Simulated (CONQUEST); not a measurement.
## InP: equation of state with PBEsol

**The experiment to reproduce.**

A printed reference work, data compilation reports, for a bulk crystal of InP: bulk modulus 71 GPa.

InP:

```xyz
4
Lattice="4.1444 0.0000 0.0000 0.0000 4.1444 0.0000 0.0000 0.0000 5.8610" Properties=species:S:1:pos:R:3 pbc="T T T"
In    0.0000    0.0000    0.0000
In    2.0722    2.0722    2.9305
P     0.0000    2.0722    1.4652
P     2.0722    0.0000    4.3957
```

```
Program             : CONQUEST 1.3
Task                : equation of state
Functional          : PBEsol
Potentials or basis : PseudoDojo NC PBEsol, DZP, grid of 40 × 40 × 60 points
k mesh              : 7 × 7 × 5
Occupations         : fermi-dirac, width 0.05 eV
Spin                : no spin polarisation
```

```
Equilibrium volume                      : 25.61 Å³/atom
Bulk modulus                            : 68 GPa
Pressure derivative of the bulk modulus : 4.1
```

Energy against volume, from the lowest point:
```
volume (Å³/atom)  energy (meV/atom)
          23.657              36.26
          24.160              19.24
          24.663               7.90
          25.167               1.63
          25.670               0.00
          26.173               2.56
          26.677               8.86
```

All runs of the series together: 5.3 min on 1 thread of AMD EPYC 9R45 96-Core Processor (Zen 5) (shared host).

Against the measured bulk modulus of InP, 71 GPa (a printed reference work, data compilation), the calculated 68 GPa is off by -3.7 %. The fit is for a static lattice scaled at fixed shape and fixed fractional positions.

Caveat: the DZP basis gives volumes some 2 % larger than converged bases do, and moduli off by several per cent; the basis of atomic orbitals isn't converged, which shifts pressures, moduli and gaps.
